## How fine a k mesh does a metal need?

Before a formation energy or an elastic constant of a metal is computed, someone must choose the mesh of k points. Doubling the number of divisions $N$ along each axis gives eight times as many points, before symmetry reduces them. Too coarse a mesh, on the other hand, can bury the energy difference that is sought. A bound of 10 meV/atom, about 1 kJ per mole of atoms, may do for a first screening, whereas close competitors often call for 1 meV/atom. The table follows the intermetallic compound TiCo, treated with a semilocal density functional, from a very coarse mesh to a fine one.

FLEUR MaX-R8.1 (later development tree), all-electron FLAPW calculations with PBE for TiCo (Pm-3m, fixed 2-atom cell), with collinear spins, a ferromagnetic start and no spin–orbit coupling. Fermi-Dirac smearing is 0.05 eV and kmax 4.38 bohr⁻¹. The sweep value is the k mesh; free energies are counted from the 14,14,14 mesh, and moments are per 2-atom cell.

```tsv
sweep value	energy less tightest (meV/atom)	cell moment (μB)	scf iterations
2,2,2	453.9	1.750	25
4,4,4	-25.3	0.808	38
5,5,5	-4.7	0.904	26
6,6,6	5.9	0.423	56
8,8,8	3.5	0.922	28
9,9,9	-0.5	0.821	34
11,11,11	0.4	0.878	30
14,14,14	0.0	0.879	30
```

The energies are counted from the 14,14,14 mesh, and their size is the error to be estimated. It falls from hundreds of meV/atom to a few tenths, but not evenly. The 8,8,8 mesh is hardly better than 5,5,5, and the sign changes several times along the way. A negative entry therefore doesn't mark a better result: a mesh that is too coarse can push the energy either way.

### Why the error falls slowly and changes sign

The energy of a crystal contains an average over all electron waves, each labelled by a wave vector k. A mesh replaces this average by a finite sample. If the sampled function is smooth and periodic, as in an insulator, a modest mesh already does very well. In a metal the filled states end at the Fermi surface, and this edge runs through the sampled region.

The edge is milder for the energy than for the number of electrons. Since that number is fixed, what counts is each filled state's energy measured from the Fermi level. This quantity goes to zero at the Fermi surface and stays zero beyond it. It has no jump there, but its slope changes abruptly, and a regular mesh has trouble with such a kink.

How much trouble follows from splitting the sampled function into waves. Each wave belongs to a distance $R$ between lattice points of the crystal, and a sharper feature needs waves of larger $R$. A mesh of $N$ divisions averages nearly all of these waves to zero, as it should. It fails for those whose steps along the three cube axes are all multiples of $N$ lattice constants, because they look the same at every mesh point. Their strength is the error.

For a curved Fermi surface in three dimensions, a jump would give waves whose strength falls as $1/R^2$. A kink is one degree smoother and gives $1/R^3$. With $R$ proportional to $N$, the error should then fall as $1/N^3$. It is multiplied by an oscillating factor, whose phase depends on how the Fermi surface fits the mesh, and this can account for the changes of sign and for much of the scatter. A magnetisation that changes from mesh to mesh can add to both.

The smearing of the occupations speeds up the fall. It rounds the kink and so weakens the waves of long distance. With a typical electron speed for d bands, the weakening sets in at roughly ten ångström, or a few lattice constants. That lies within the range of these meshes, so a fall somewhat steeper than the cube is reasonable. The smearing was held fixed here, so this part of the explanation rests on theory.

### A rule for the back of an envelope

A fourth power is a convenient stand-in for a cube with damping:

$$|\Delta E| \approx \frac{C}{N^4}, \qquad C \approx 5500\ \text{meV/atom}.$$

Here $|\Delta E|$ is the size of the energy error per atom. The constant $C$ was fitted to the five meshes whose cell moment lies within ten percent of the value on the densest mesh. The 2,2,2 and 6,6,6 meshes were left out because they end with a clearly different magnetisation.

Take the 5,5,5 mesh first. The fourth power of 5 is 625, so the rule gives

$$|\Delta E| \approx \frac{5500}{625} = 8.8\ \text{meV/atom}.$$

The calculation gave 4.7 meV/atom, about half of that. For the 8,8,8 mesh the fourth power is 4096 and the estimate is 1.3 meV/atom, while the calculation gave 3.5. Both rows took part in the fit, and they show its largest misses in either direction.

The same rule can be read backwards to find a mesh for a wanted bound:

$$N \approx \left(\frac{C}{|\Delta E|}\right)^{1/4}.$$

For 10 meV/atom it gives 4.8, hence a 5,5,5 mesh, and for 1 meV/atom it gives 8.6, hence 9,9,9. These are also the coarsest meshes in the table that meet the two bounds. The agreement is no independent test, since both meshes helped to fix $C$.

### How far to trust it

On the five fitted meshes the rule is typically off by a factor of 1.8. Over all seven meshes coarser than the reference, it stays within a factor of three. That is poor for correcting an energy but good enough for choosing a mesh, because the error itself spans three powers of ten. The printed output below sets the rule beside the cube law with and without damping.

On the fitted rows these laws do about equally well, so the table can't decide which exponent is right. They part at 2,2,2, where the fourth power gives about 340 meV/atom against a computed 454, while the cube law gives only about 100 without damping and 160 with it. This doesn't confirm the fourth power as a law of nature. So coarse a mesh also misses smooth parts of the bands, which the argument about the Fermi surface leaves out.

The scatter calls for a safety factor, and the fourth root makes it cheap. Allowing for an error three times the estimate raises $N$ by only about a third. The bound of 10 meV/atom then asks for 7 divisions instead of 5, and that of 1 meV/atom for 12 instead of 9. The price is between two and three times as many k points.

The scatter also spoils a tempting test, which is to stop when two successive meshes agree. The energies on 6,6,6 and 8,8,8 differ by only 2.4 meV/atom (5.9 less 3.5), yet both lie above the reference by more than that. Part of the 6,6,6 error may come from its different magnetisation, but the warning stands: two neighbouring meshes can err in the same direction. A comparison with a much denser mesh is safer.

At the fine end the reference itself becomes a limit. By the same rule, the 14,14,14 mesh still carries an error of between 0.1 and 0.2 meV/atom. This is a fair part of the few tenths found for 9,9,9 and 11,11,11. How well the rule does on these two rows should therefore not be taken too exactly.

### A good energy can hide a poor moment

The cell moment needs its own check. On 5,5,5 it lies within 3 percent of the value on the densest mesh, but on the finer 6,6,6 mesh it is only about half that value. Even 9,9,9, which meets the strict energy bound, is 7 percent low. Only at 11,11,11 do energy and moment both agree closely with the reference.

There is a reason for the moment to be the harder quantity. It is the difference between two numbers of electrons, spin up and spin down, and each of these has a jump at the Fermi surface where the energy has only a kink. Besides, the energy is flat around a self-consistent solution, so a small error in the magnetisation changes it very little. An energy can thus look settled while the moment is still moving.

The 6,6,6 row may hold more than a sampling error. It took the most iterations, and it may have settled into a different magnetic solution; restarting it from the density of the densest mesh would test this. The moment is in any case no guide to the real material. TiCo is known as a paramagnet, and semilocal functionals tend to overstate weak magnetism of this kind.

### Carrying the rule to another metal

What the mesh must resolve is a distance in the crystal, $N$ times the lattice constant. If a cell is doubled along one axis, half as many divisions along that axis give the same sampling. The constant $C$ depends on the bands and the smearing, and must be found anew for each metal. It should come from several meshes, since a single one can mislead by more than a factor of two, as 8,8,8 does here. With less smearing the kink is sharper, and the error should fall more slowly, closer to the cube.

Output of the analysis:

```
Rows used for the constant: 5
Fitted constant of the fourth-power rule (meV/atom): 5545
Freely fitted exponent on the same rows: 3.794
Hand rule 5500/N^4 against the table:
       row  computed size meV/atom  rule meV/atom  computed over rule  moment off densest mesh in percent
     2,2,2                   453.9          343.8                1.32                               99.09
     4,4,4                    25.3          21.48               1.178                              -8.077
     5,5,5                     4.7            8.8              0.5341                               2.844
     6,6,6                     5.9          4.244                1.39                              -51.88
     8,8,8                     3.5          1.343               2.607                               4.892
     9,9,9                     0.5         0.8383              0.5965                              -6.598
  11,11,11                     0.4         0.3757               1.065                             -0.1138
  14,14,14                       0         0.1432                   0                                   0
Alternative laws:
       row  bare cube law meV/atom  damped cube law meV/atom
     2,2,2                   100.2                     158.7
     4,4,4                   12.52                     17.84
     5,5,5                   6.412                     8.456
     6,6,6                   3.711                     4.468
     8,8,8                   1.565                     1.513
     9,9,9                   1.099                    0.9374
  11,11,11                  0.6022                     0.389
  14,14,14                  0.2921                    0.1183
Typical miss factor of fourth-power rule on calibration rows: 1.763
Typical miss factor of bare cube law on calibration rows: 1.89
Typical miss factor of damped cube law on calibration rows: 1.75
N from the rule for 10 meV/atom: 4.843
N from the rule for 1 meV/atom: 8.612
N for 10 meV/atom with safety factor three: 6.373
N for 1 meV/atom with safety factor three: 11.33
```
